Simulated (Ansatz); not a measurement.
Crystal: ZrS.

```
Zr S
1.0
     0.00000    2.62500    2.62500
     2.62500    0.00000    2.62500
     2.62500    2.62500    0.00000
Zr S
1 1
Direct
  0.00000 0.00000 0.00000
  0.50000 0.50000 0.50000
```

Program: Ansatz 0.2.0. Alike in all runs: task density of states; level PBEsol+U; potentials or basis all-electron LAPW, scalar-relativistic; no spin polarisation; cell as given; k mesh 9 × 9 × 9; cutoff (eV) 212; smearing fermi-dirac 0.05 eV; basis error allowed 0.001 eV/atom.

Q: Order these runs on this cell by their pressure, lowest first.
A. U Zr d U = 8 eV
B. U Zr d U = 6 eV
C. U Zr d U = 2 eV
D. U Zr d U = 4 eV

A: C (-4.4 GPa), D (-1.9 GPa), B (0.9 GPa), A (3.8 GPa).

Caveats: U is the effective U less J, on atomic orbitals that reach past the spheres; U without spin polarisation on a metal has little footing.
